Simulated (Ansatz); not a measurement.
The system is ZnS.

```
CELL_PARAMETERS angstrom
0.00000 2.70200 2.70200
2.70200 0.00000 2.70200
2.70200 2.70200 0.00000
ATOMIC_POSITIONS crystal
Zn 0.75000 0.75000 0.75000
S 0.00000 0.00000 0.00000
```

Base run:

- Program: Ansatz 0.2.0
- Functional: BLYP
- Potentials or basis: all-electron LAPW, scalar-relativistic
- Cutoff: 281 eV
- Density cutoff: 1124 eV
- Basis error allowed: 0.001 eV/atom
- k mesh: 9 × 9 × 9
- Occupations: fermi-dirac, width 0.05 eV
- Spin: no spin polarisation

Its results: band gap on the k mesh 2.09 eV, direct; pressure 5.4 GPa.

Question: After a change of settings the same cell gave: band gap on the k mesh 1.98 eV, direct; pressure -2.0 GPa. Which change was it?
A. functional from BLYP to RPBE
B. functional from BLYP to PBEsol
C. functional from BLYP to revPBE

Answer: B.

PBEsol binds more tightly than BLYP, so the same cell stands under less pressure.

Not every run made on this cell is shown here.
